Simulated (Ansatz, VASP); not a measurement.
## BaHf3O2: VASP beside Ansatz

```
Ba Hf O
1.0
     3.39682    0.00000    0.00000
     0.00000    3.39682    0.00000
     0.00000    0.00000   11.35493
Ba Hf O
1 3 2
Direct
  0.50000 0.50000 0.50000
  0.00000 0.00000 0.00000
  0.00000 0.00000 0.71455
  0.00000 0.00000 0.28545
  0.50000 0.50000 0.84736
  0.50000 0.50000 0.15264
```

Change from the starting cell: species swapped into the MgSc3Ru2 type (P4/mmm, No. 123).

Alike in both runs: task single point; functional PBE; k mesh 6 × 6 × 2; occupations gaussian, width 0.1 eV; no spin polarisation.

```csv
,VASP,Ansatz
version,VASP 6.6.1,Ansatz 0.2.0
potentials or method,"VASP PAW PBE potentials, release 64 (Ba_sv, Hf_pv, O)","scalar-relativistic, plane waves, PAW"
plane-wave cutoff (eV),520,420
valence electrons in the cell,52,100
```

|  | VASP | Ansatz | Ansatz less VASP |
| --- | --- | --- | --- |
| gap on the k mesh at the Fermi level (eV) | none | none | - |
| pressure (GPa) | -13.6 | -13.8 | -0.12 |
| largest component of the traceless stress (GPa) | 3.03 | 3.05 | +0.016 |
| rms of the force components (eV/Å) | 0.826 | 0.790 | -0.0358 |

Atom by atom the forces differ by 0.036 eV/Å (rms over components). A gap of «none» marks a metal or a gap that the smearing closes. The two sets of potentials don't hold the same shells in valence.

Caveats: forces of over 1 eV/Å show positions far from the minimum, so gaps and moduli don't describe the material at rest. The runs have no spin-orbit coupling, so splittings on Ba, Hf are missing.
